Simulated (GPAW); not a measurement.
# BN (F-43m) in GPAW: settings compared

Aim: see how the results for BN move with the level of theory and the settings. Levels: PBE+D3(BJ), PBE+D4, PBEsol+D3(BJ), PBEsol+D4, RPBE+D3(BJ). Tasks: relaxation of cell and atoms.

Everything below comes from runs of GPAW 26.7.0. Logs are shortened: lines on timing, memory, paths and dates and some standing lists are left out, and cuts for length are marked. The log counts tension as positive stress, the text compression.

## Step 1: The crystal as given

It takes space group F-43m (No. 216, cubic). Conventional cell: a = 3.626 Å, b = 3.626 Å, c = 3.626 Å, α = 90.00°, β = 90.00°, γ = 90.00°. N (site symmetry -43m) is surrounded by 4 B at 1.57 Å. B (site symmetry -43m) has 4 N at 1.57 Å as nearest neighbours.

The cell is a database's computed one.

## Step 2: Relaxation of cell and atoms, PBE+D3(BJ)

File run.py:

```python
from ase import Atoms
from ase.calculators.mixing import SumCalculator
from ase.filters import FrechetCellFilter
from ase.io import write
from ase.optimize import BFGS
from dftd3.ase import DFTD3
from gpaw import GPAW, PW

atoms = Atoms(['N', 'B'],
              cell=[[0.0, 1.813001, 1.813001],
                    [1.813001, 0.0, 1.813001],
                    [1.813001, 1.813001, 0.0]],
              scaled_positions=[[0.25, 0.25, 0.25],
                                [0.0, 0.0, 0.0]],
              pbc=True)

calc = GPAW(mode=PW(800),
            xc='PBE',
            kpts={'size': (13, 13, 13), 'gamma': True},
            occupations={'name': 'fermi-dirac', 'width': 0.05},
            nbands=11,
            convergence={'density': 1e-05, 'forces': 0.0001},
            maxiter=150,
            txt='gpaw.txt')
atoms.calc = SumCalculator([calc, DFTD3(method='pbe', damping='d3bj')])
opt = BFGS(FrechetCellFilter(atoms), trajectory='relax.traj', logfile='-')
done = opt.run(fmax=0.01, steps=40)
calc.write('gs.gpw')
write('result.traj', atoms)
print('Converged:', done)
print('Cell:', atoms.cell.cellpar().round(4))
print('Volume:', round(atoms.get_volume(), 4))
print(atoms.get_scaled_positions().round(5))
```

Potentials or basis: GPAW PAW data sets (gpaw-data 1.2.1), pw.

The run is started by

```console
OMP_NUM_THREADS=1 python run.py
```

gpaw.txt:

```text
__  _  _
 | _ |_)|_||  |
 |__||  | ||/\| - 26.7.0

Input parameters:
  mode=PW(ecut=800.0),
  convergence={'density': 1e-05, 'forces': 0.0001},
  kpts=MonkhorstPack(size=(13, 13, 13), gamma=True),
  maxiter=150,
  nbands=11,
  occupations=Occupations(name='fermi-dirac', width=0.05),
  xc=XC(name='PBE')

Diagonalizing LCAO Hamiltonian
Converting LCAO to pw mode

          N
       B

Atoms  # Å, Bohr magnetons
|   | symbol |        x |        y |        z |    initial magnetic moments |
|---|--------|----------|----------|----------|-----------------------------|
| 0 |      N | 0.906501 | 0.906501 | 0.906501 | ( 0.0000,  0.0000,  0.0000) |
| 1 |      B | 0.000000 | 0.000000 | 0.000000 | ( 0.0000,  0.0000,  0.0000) |

Unit cell  # Å
| periodic |        x |        y |        z |  lengths |    angles |
|----------|----------|----------|----------|----------|-----------|
|      yes | 0.000000 | 1.813001 | 1.813001 | 2.563971 | 60.000000 |
|      yes | 1.813001 | 0.000000 | 1.813001 | 2.563971 | 60.000000 |
|      yes | 1.813001 | 1.813001 | 0.000000 | 2.563971 | 60.000000 |

Number of symmetries: 24
Symmetry operations  # r_c * U_cc + t_c -> r_c
|    | kind |            matrix            |
|----|------|------------------------------|
|  0 |  E   |  1, 0, 0,  0, 1, 0,  0, 0, 1 |
|  1 |  σ   |  1, 0, 0,  0, 0, 1,  0, 1, 0 |
|  2 |  σ   |  1, 0,-1,  0, 1,-1,  0, 0,-1 |
|  3 |  C3  |  1, 0,-1,  0, 0,-1,  0, 1,-1 |
|  4 |  C3  |  1,-1, 0,  0,-1, 1,  0,-1, 0 |
|  5 |  σ   |  1,-1, 0,  0,-1, 0,  0,-1, 1 |
|  6 |  σ   |  0, 1, 0,  1, 0, 0,  0, 0, 1 |
|  7 |  C3  |  0, 1, 0,  0, 0, 1,  1, 0, 0 |
|  8 |  C2  |  0, 1,-1,  1, 0,-1,  0, 0,-1 |
|  9 |  S4  |  0, 1,-1,  0, 0,-1,  1, 0,-1 |
| 10 |  C3  |  0, 0, 1,  1, 0, 0,  0, 1, 0 |
| 11 |  σ   |  0, 0, 1,  0, 1, 0,  1, 0, 0 |
| 12 |  S4  |  0, 0,-1,  1, 0,-1,  0, 1,-1 |
| 13 |  C3  |  0, 0,-1,  0, 1,-1,  1, 0,-1 |
| 14 |  S4  |  0,-1, 1,  1,-1, 0,  0,-1, 0 |
| 15 |  C2  |  0,-1, 1,  0,-1, 0,  1,-1, 0 |
| 16 |  C3  |  0,-1, 0,  1,-1, 0,  0,-1, 1 |
| 17 |  S4  |  0,-1, 0,  0,-1, 1,  1,-1, 0 |
| 18 |  S4  | -1, 1, 0, -1, 0, 1, -1, 0, 0 |
| 19 |  C3  | -1, 1, 0, -1, 0, 0, -1, 0, 1 |
| 20 |  C3  | -1, 0, 1, -1, 1, 0, -1, 0, 0 |
| 21 |  S4  | -1, 0, 1, -1, 0, 0, -1, 1, 0 |
| 22 |  σ   | -1, 0, 0, -1, 1, 0, -1, 0, 1 |
| 23 |  C2  | -1, 0, 0, -1, 0, 1, -1, 1, 0 |
[... 164 lines left out ...]
Fermi level: 12.190
Eigenvalues  # (at kpt = [0.000, 0.000, 0.000])
| band index |      eig [eV] | occ [0-2] |
|------------|---------------|-----------|
|          0 |       -10.173 |     2.000 |
|          1 |         9.950 |     2.000 |
|          2 |         9.950 |     2.000 |
|          3 |         9.950 |     2.000 |
|          4 |        18.736 |     0.000 |
|          5 |        18.736 |     0.000 |
|          6 |        18.736 |     0.000 |
|          7 |        20.166 |     0.000 |
|          8 |        34.537 |     0.000 |
|          9 |        37.635 |     0.000 |
|         10 |        38.101 |     0.000 |

Gap: 4.534 eV
Transition (v -> c):
  (s=0, k=0, n=3, [0.00, 0.00, 0.00]) -> (s=0, k=77, n=4, [0.46, 0.46, 0.00])
Direct/indirect transitions are different
Direct gap: 8.787 eV
Transition at: (s=0, k=0, n=3, [0.00, 0.00, 0.00])

Stress tensor  # eV/Ang^3
|         x |         y |         z |
|-----------|-----------|-----------|
|  0.010001 | -0.000000 | -0.000000 |
| -0.000000 |  0.010001 |  0.000000 |
| -0.000000 |  0.000000 |  0.010001 |

Forces  # eV/Ang
|        x |        y |        z |
|----------|----------|----------|
| -0.00000 | -0.00000 |  0.00000 |  # N    0
|  0.00000 | -0.00000 | -0.00000 |  # B    1

Interpolating wave functions to new cell

          N
       B

Atoms  # Å, Bohr magnetons
|   | symbol |         x |         y |         z |    initial magnetic moments |
|---|--------|-----------|-----------|-----------|-----------------------------|
| 0 |      N |  0.904775 |  0.904775 |  0.904775 | ( 0.0000,  0.0000,  0.0000) |
| 1 |      B | -0.000000 | -0.000000 | -0.000000 | ( 0.0000,  0.0000,  0.0000) |

Unit cell  # Å
| periodic |        x |        y |        z |  lengths |    angles |
|----------|----------|----------|----------|----------|-----------|
|      yes | 0.000000 | 1.809550 | 1.809550 | 2.559091 | 60.000000 |
|      yes | 1.809550 | 0.000000 | 1.809550 | 2.559091 | 60.000000 |
|      yes | 1.809550 | 1.809550 | 0.000000 | 2.559091 | 60.000000 |

Number of symmetries: 24
Symmetry operations  # r_c * U_cc + t_c -> r_c
|    | kind |            matrix            |
|----|------|------------------------------|
|  0 |  E   |  1, 0, 0,  0, 1, 0,  0, 0, 1 |
|  1 |  σ   |  1, 0, 0,  0, 0, 1,  0, 1, 0 |
|  2 |  σ   |  1, 0,-1,  0, 1,-1,  0, 0,-1 |
|  3 |  C3  |  1, 0,-1,  0, 0,-1,  0, 1,-1 |
|  4 |  C3  |  1,-1, 0,  0,-1, 1,  0,-1, 0 |
|  5 |  σ   |  1,-1, 0,  0,-1, 0,  0,-1, 1 |
|  6 |  σ   |  0, 1, 0,  1, 0, 0,  0, 0, 1 |
|  7 |  C3  |  0, 1, 0,  0, 0, 1,  1, 0, 0 |
|  8 |  C2  |  0, 1,-1,  1, 0,-1,  0, 0,-1 |
|  9 |  S4  |  0, 1,-1,  0, 0,-1,  1, 0,-1 |
| 10 |  C3  |  0, 0, 1,  1, 0, 0,  0, 1, 0 |
| 11 |  σ   |  0, 0, 1,  0, 1, 0,  1, 0, 0 |
| 12 |  S4  |  0, 0,-1,  1, 0,-1,  0, 1,-1 |
| 13 |  C3  |  0, 0,-1,  0, 1,-1,  1, 0,-1 |
| 14 |  S4  |  0,-1, 1,  1,-1, 0,  0,-1, 0 |
| 15 |  C2  |  0,-1, 1,  0,-1, 0,  1,-1, 0 |
| 16 |  C3  |  0,-1, 0,  1,-1, 0,  0,-1, 1 |
| 17 |  S4  |  0,-1, 0,  0,-1, 1,  1,-1, 0 |
| 18 |  S4  | -1, 1, 0, -1, 0, 1, -1, 0, 0 |
| 19 |  C3  | -1, 1, 0, -1, 0, 0, -1, 0, 1 |
| 20 |  C3  | -1, 0, 1, -1, 1, 0, -1, 0, 0 |
| 21 |  S4  | -1, 0, 1, -1, 0, 0, -1, 1, 0 |
| 22 |  σ   | -1, 0, 0, -1, 1, 0, -1, 0, 1 |
| 23 |  C2  | -1, 0, 0, -1, 0, 1, -1, 1, 0 |
[... 162 lines left out ...]
Fermi level: 12.330
Eigenvalues  # (at kpt = [0.000, 0.000, 0.000])
| band index |      eig [eV] | occ [0-2] |
|------------|---------------|-----------|
|          0 |       -10.153 |     2.000 |
|          1 |        10.035 |     2.000 |
|          2 |        10.035 |     2.000 |
|          3 |        10.035 |     2.000 |
|          4 |        18.849 |     0.000 |
|          5 |        18.849 |     0.000 |
|          6 |        18.849 |     0.000 |
|          7 |        20.344 |     0.000 |
|          8 |        34.729 |     0.000 |
|          9 |        37.734 |     0.000 |
|         10 |        37.736 |     0.000 |

Gap: 4.541 eV
Transition (v -> c):
  (s=0, k=0, n=3, [0.00, 0.00, 0.00]) -> (s=0, k=77, n=4, [0.46, 0.46, 0.00])
Direct/indirect transitions are different
Direct gap: 8.814 eV
Transition at: (s=0, k=0, n=3, [0.00, 0.00, 0.00])

Stress tensor  # eV/Ang^3
|         x |         y |         z |
|-----------|-----------|-----------|
| -0.003369 | -0.000000 |  0.000000 |
| -0.000000 | -0.003369 |  0.000000 |
|  0.000000 |  0.000000 | -0.003369 |

Forces  # eV/Ang
|        x |       y |        z |
|----------|---------|----------|
| -0.00000 | 0.00000 |  0.00000 |  # N    0
|  0.00000 | 0.00000 | -0.00000 |  # B    1

Interpolating wave functions to new cell

          N
       B

Atoms  # Å, Bohr magnetons
|   | symbol |         x |        y |         z |    initial magnetic moments |
|---|--------|-----------|----------|-----------|-----------------------------|
| 0 |      N |  0.900640 | 0.900640 |  0.900640 | ( 0.0000,  0.0000,  0.0000) |
| 1 |      B | -0.000000 | 0.000000 | -0.000000 | ( 0.0000,  0.0000,  0.0000) |

Unit cell  # Å
| periodic |        x |        y |         z |  lengths |    angles |
|----------|----------|----------|-----------|----------|-----------|
|      yes | 0.000000 | 1.801280 |  1.801280 | 2.547395 | 60.000000 |
|      yes | 1.801280 | 0.000000 |  1.801280 | 2.547395 | 60.000000 |
|      yes | 1.801280 | 1.801280 | -0.000000 | 2.547395 | 60.000000 |

Number of symmetries: 24
Symmetry operations  # r_c * U_cc + t_c -> r_c
|    | kind |            matrix            |
|----|------|------------------------------|
|  0 |  E   |  1, 0, 0,  0, 1, 0,  0, 0, 1 |
|  1 |  σ   |  1, 0, 0,  0, 0, 1,  0, 1, 0 |
|  2 |  σ   |  1, 0,-1,  0, 1,-1,  0, 0,-1 |
|  3 |  C3  |  1, 0,-1,  0, 0,-1,  0, 1,-1 |
|  4 |  C3  |  1,-1, 0,  0,-1, 1,  0,-1, 0 |
|  5 |  σ   |  1,-1, 0,  0,-1, 0,  0,-1, 1 |
|  6 |  σ   |  0, 1, 0,  1, 0, 0,  0, 0, 1 |
|  7 |  C3  |  0, 1, 0,  0, 0, 1,  1, 0, 0 |
|  8 |  C2  |  0, 1,-1,  1, 0,-1,  0, 0,-1 |
|  9 |  S4  |  0, 1,-1,  0, 0,-1,  1, 0,-1 |
| 10 |  C3  |  0, 0, 1,  1, 0, 0,  0, 1, 0 |
| 11 |  σ   |  0, 0, 1,  0, 1, 0,  1, 0, 0 |
| 12 |  S4  |  0, 0,-1,  1, 0,-1,  0, 1,-1 |
| 13 |  C3  |  0, 0,-1,  0, 1,-1,  1, 0,-1 |
| 14 |  S4  |  0,-1, 1,  1,-1, 0,  0,-1, 0 |
| 15 |  C2  |  0,-1, 1,  0,-1, 0,  1,-1, 0 |
| 16 |  C3  |  0,-1, 0,  1,-1, 0,  0,-1, 1 |
| 17 |  S4  |  0,-1, 0,  0,-1, 1,  1,-1, 0 |
| 18 |  S4  | -1, 1, 0, -1, 0, 1, -1, 0, 0 |
| 19 |  C3  | -1, 1, 0, -1, 0, 0, -1, 0, 1 |
| 20 |  C3  | -1, 0, 1, -1, 1, 0, -1, 0, 0 |
| 21 |  S4  | -1, 0, 1, -1, 0, 0, -1, 1, 0 |
| 22 |  σ   | -1, 0, 0, -1, 1, 0, -1, 0, 1 |
| 23 |  C2  | -1, 0, 0, -1, 0, 1, -1, 1, 0 |
[... 163 lines left out ...]
Fermi level: 12.578
Eigenvalues  # (at kpt = [0.000, 0.000, 0.000])
| band index |      eig [eV] | occ [0-2] |
|------------|---------------|-----------|
|          0 |       -10.103 |     2.000 |
|          1 |        10.241 |     2.000 |
|          2 |        10.241 |     2.000 |
|          3 |        10.241 |     2.000 |
|          4 |        19.121 |     0.000 |
|          5 |        19.121 |     0.000 |
|          6 |        19.121 |     0.000 |
|          7 |        20.774 |     0.000 |
|          8 |        35.194 |     0.000 |
|          9 |        38.108 |     0.000 |
|         10 |        38.108 |     0.000 |

Gap: 4.557 eV
Transition (v -> c):
  (s=0, k=0, n=3, [0.00, 0.00, 0.00]) -> (s=0, k=77, n=4, [0.46, 0.46, 0.00])
Direct/indirect transitions are different
Direct gap: 8.880 eV
Transition at: (s=0, k=0, n=3, [0.00, 0.00, 0.00])

Stress tensor  # eV/Ang^3
|         x |         y |         z |
|-----------|-----------|-----------|
| -0.036646 | -0.000000 | -0.000000 |
| -0.000000 | -0.036646 |  0.000000 |
| -0.000000 |  0.000000 | -0.036646 |

Forces  # eV/Ang
|       x |        y |        z |
|---------|----------|----------|
| 0.00000 | -0.00000 | -0.00000 |  # N    0
| 0.00000 |  0.00000 |  0.00000 |  # B    1

# Writing to gs.gpw (mode='')
```

Wall time 31 s (1 thread of Arm Neoverse V2, shared host); peak memory 0.18 GiB.

Results:

```yaml
Free_energy: -17.9214 eV
Relaxed_volume: 5.84 Å³/atom
Relaxed_cell: a = 2.547 Å, b = 2.547 Å, c = 2.547 Å, α = 60.00°, β = 60.00°, γ = 60.00°
Space_group_after_relaxing_to_0.05_Å: F-43m (No. 216)
Energy_gained_by_relaxing: 1.7 meV/atom
Ionic_steps: 3
Pressure_after_relaxing: 0.1 GPa
Band_gap_on_the_k_mesh: 4.56 eV, indirect (least direct gap 8.88 eV)
Dispersion_energy_per_atom: -0.211 eV
```

The path:
```
step  energy change (eV)  largest force (eV/Å)  pressure (GPa)  volume (Å³)
   1              0.0000                0.0000           -7.17        11.92
   2             -0.0021                0.0000           -5.09        11.85
   3             -0.0033                0.0000            0.08        11.69
```

Final structure:
```
CELL_PARAMETERS angstrom
0.00000 1.80128 1.80128
1.80128 0.00000 1.80128
1.80128 1.80128 0.00000
ATOMIC_POSITIONS crystal
N 0.25000 0.25000 0.25000
B 0.00000 0.00000 0.00000
```

Caveat: later steps reuse the first step's grids; an odd mesh through Γ misses points on the zone boundary, where band edges often lie.

## Step 3: Relaxation of cell and atoms, PBE+D4

File run.py:

```python
from ase.calculators.mixing import SumCalculator
from ase.filters import FrechetCellFilter
from ase.io import read, write
from ase.optimize import FIRE
from dftd4.ase import DFTD4
from gpaw import GPAW, PW

atoms = read('POSCAR')

calc = GPAW(mode=PW(800),
            xc='PBE',
            kpts={'size': (13, 13, 13), 'gamma': True},
            occupations={'name': 'fermi-dirac', 'width': 0.05},
            nbands=11,
            convergence={'density': 1e-05, 'forces': 0.0001},
            maxiter=150,
            txt='gpaw.txt')
atoms.calc = SumCalculator([calc, DFTD4(method='pbe')])
opt = FIRE(FrechetCellFilter(atoms), trajectory='relax.traj', logfile='-')
done = opt.run(fmax=0.02, steps=40)
calc.write('gs.gpw')
write('result.traj', atoms)
print('Converged:', done)
print('Cell:', atoms.cell.cellpar().round(4))
print('Volume:', round(atoms.get_volume(), 4))
print(atoms.get_scaled_positions().round(5))
```

File POSCAR:

```
BN
1.0
    0.0000000000      1.8130010000      1.8130010000
    1.8130010000      0.0000000000      1.8130010000
    1.8130010000      1.8130010000      0.0000000000
N B
1 1
Direct
    0.2500000000      0.2500000000      0.2500000000
    0.0000000000      0.0000000000      0.0000000000
```

Potentials or basis: GPAW PAW data sets (gpaw-data 1.2.1), pw.

The run is started by

```console
OMP_NUM_THREADS=1 python run.py
```

Wall time 1.9 min (1 thread of Arm Neoverse V2, shared host); peak memory 0.23 GiB.

Results (log left out):

```
Free energy                            : -17.9797 eV
Relaxed volume                         : 5.84 Å³/atom
Relaxed cell                           : a = 2.547 Å, b = 2.547 Å, c = 2.547 Å, α = 60.00°, β = 60.00°, γ = 60.00°
Space group after relaxing (to 0.05 Å) : F-43m (No. 216)
Energy gained by relaxing              : 1.6 meV/atom
Ionic steps                            : 4
Pressure after relaxing                : 0.4 GPa
Band gap on the k mesh                 : 4.56 eV, indirect (least direct gap 8.88 eV)
Dispersion energy per atom             : -0.241 eV
```

The path:
| step | energy change (eV) | largest force (eV/Å) | pressure (GPa) | volume (Å³) |
| --- | --- | --- | --- | --- |
| 1 | 0.0000 | 0.0000 | -7.14 | 11.92 |
| 2 | -0.0015 | 0.0000 | -5.68 | 11.87 |
| 3 | -0.0032 | 0.0000 | -3.02 | 11.79 |
| 4 | -0.0032 | 0.0000 | 0.36 | 11.68 |

Final structure:
```
N B
1.0
     0.00000    1.80100    1.80100
     1.80100    0.00000    1.80100
     1.80100    1.80100    0.00000
N B
1 1
Direct
  0.25000 0.25000 0.25000
  0.00000 0.00000 0.00000
```

Levels at points of the mesh, in eV from the valence-band top:
```
           k point  band 1  band 2  band 3  band 4  band 5  band 6  band 7
(0.00, 0.00, 0.00)  -20.35    0.00    0.00    0.00    8.88    8.88    8.88
```

Caveat: later steps reuse the first step's grids; an odd mesh through Γ misses points on the zone boundary, where band edges often lie.

## Step 4: Relaxation of cell and atoms, PBEsol+D3(BJ)

File run.py:

```python
from ase.calculators.mixing import SumCalculator
from ase.filters import FrechetCellFilter
from ase.io import read, write
from ase.optimize import BFGS
from dftd3.ase import DFTD3
from gpaw import GPAW, PW, setup_paths

setup_paths.insert(0, '.')

atoms = read('BN.xyz')

calc = GPAW(mode=PW(800),
            xc='PBEsol',
            kpts={'size': (13, 13, 13), 'gamma': True},
            occupations={'name': 'fermi-dirac', 'width': 0.05},
            nbands=11,
            convergence={'density': 1e-05, 'forces': 0.0001},
            maxiter=150,
            txt='gpaw.txt')
atoms.calc = SumCalculator([calc, DFTD3(method='pbesol', damping='d3bj')])
opt = BFGS(FrechetCellFilter(atoms), trajectory='relax.traj', logfile='-')
done = opt.run(fmax=0.05, steps=100)
calc.write('gs.gpw')
write('result.traj', atoms)
print('Converged:', done)
print('Cell:', atoms.cell.cellpar().round(4))
print('Volume:', round(atoms.get_volume(), 4))
print(atoms.get_scaled_positions().round(5))
```

File BN.xyz:

```xyz
2
Lattice="0.0000000000 1.8130010000 1.8130010000 1.8130010000 0.0000000000 1.8130010000 1.8130010000 1.8130010000 0.0000000000" Properties=species:S:1:pos:R:3 pbc="T T T"
N      0.9065005000      0.9065005000      0.9065005000
B      0.0000000000      0.0000000000      0.0000000000
```

Potentials or basis: PAW data sets generated in the run's folder for this functional, pw.

The run is started by

```console
gpaw-setup -f PBEsol B N
OMP_NUM_THREADS=1 python run.py
```

It took 31 s on 1 thread of Arm Neoverse V2, shared host; peak memory 0.17 GiB.

It converged, with:

```yaml
Free_energy: -18.7481 eV
Relaxed_volume: 5.78 Å³/atom
Relaxed_cell: a = 2.538 Å, b = 2.538 Å, c = 2.538 Å, α = 60.00°, β = 60.00°, γ = 60.00°
Space_group_after_relaxing_to_0.05_Å: F-43m (No. 216)
Energy_gained_by_relaxing: 5.0 meV/atom
Ionic_steps: 3
Pressure_after_relaxing: 0.2 GPa
Band_gap_on_the_k_mesh: 4.39 eV, indirect (least direct gap 8.87 eV)
Dispersion_energy_per_atom: -0.147 eV
```

Step by step:
```tsv
step	energy change (eV)	largest force (eV/Å)	pressure (GPa)	volume (Å³)
1	0.0000	0.0000	-11.42	11.92
2	-0.0057	0.0000	-8.13	11.81
3	-0.0099	0.0000	0.22	11.56
```

Final structure:
```yaml
crystal:
  lattice:
    - [0.00000, 1.79440, 1.79440]
    - [1.79440, 0.00000, 1.79440]
    - [1.79440, 1.79440, 0.00000]
  atoms:
    - { symbol: N, position: [0.25000, 0.25000, 0.25000] }
    - { symbol: B, position: [0.00000, 0.00000, 0.00000] }
```

Levels at points of the mesh, in eV from the valence-band top:
```csv
k point,band 1,band 2,band 3,band 4,band 5,band 6,band 7
"(0.00, 0.00, 0.00)",-20.50,0.00,0.00,0.00,8.87,8.87,8.87
```

Caveat: later steps reuse the first step's grids; an odd mesh through Γ misses points on the zone boundary, where band edges often lie.

(Part 1 of 2 ends here.)
